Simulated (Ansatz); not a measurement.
Runs of Ansatz 0.2.0 on TaSi2. The structure is hexagonal, space group P6_222 (No. 180). The conventional cell has a = 4.780 Å, b = 4.780 Å, c = 6.564 Å, α = 90.00°, β = 90.00°, γ = 120.00°. Ta (site symmetry 222) is surrounded by 10 Si at 2.59 to 2.76 Å. Si (site symmetry 2) is surrounded by 5 Si at 2.59 to 2.76 Å and 5 Ta at 2.59 to 2.76 Å. 

```csv
task,level,cell,cutoff (eV),points for each segment of the path,gap on the mesh (eV),pressure (GPa),relaxed volume (Å³/atom),largest force (eV/Å)
band structure,LDA,as given,420,10,none,-4.7,-,0.70
relaxation of cell and atoms,LDA,relaxed,420,-,none,0.0,(b),0.01
band structure,r2SCAN,as given,500,10,none,(a),-,0.83
relaxation of cell and atoms,r2SCAN,relaxed,500,-,none,0.0,14.40,-
```

Alike in all rows: potentials or basis Ansatz PAW; no spin polarisation; k mesh 7 × 7 × 4; smearing fermi-dirac 0.05 eV.

**Question.** Fill in the values left out.

**Answer.** (a) 0.1; (b) 14.04.

Caveats: the PAW data sets come from PBE, with cores solved anew for the run's functional, which leaves a small shift of forces and pressure; spin-orbit coupling is left out, which moves the levels of the heavy elements (some runs); the cell's inner coordinates are idealised or old, which leaves forces on the atoms (some runs); the plane-wave basis is chosen anew once the cell has moved, so the energies of steps on either side of that aren't comparable (some runs).

A k mesh can miss the band edges, and the runs leave out spin-orbit coupling on Ta.

A gap of «none» marks a metal or a gap under the smearing width.
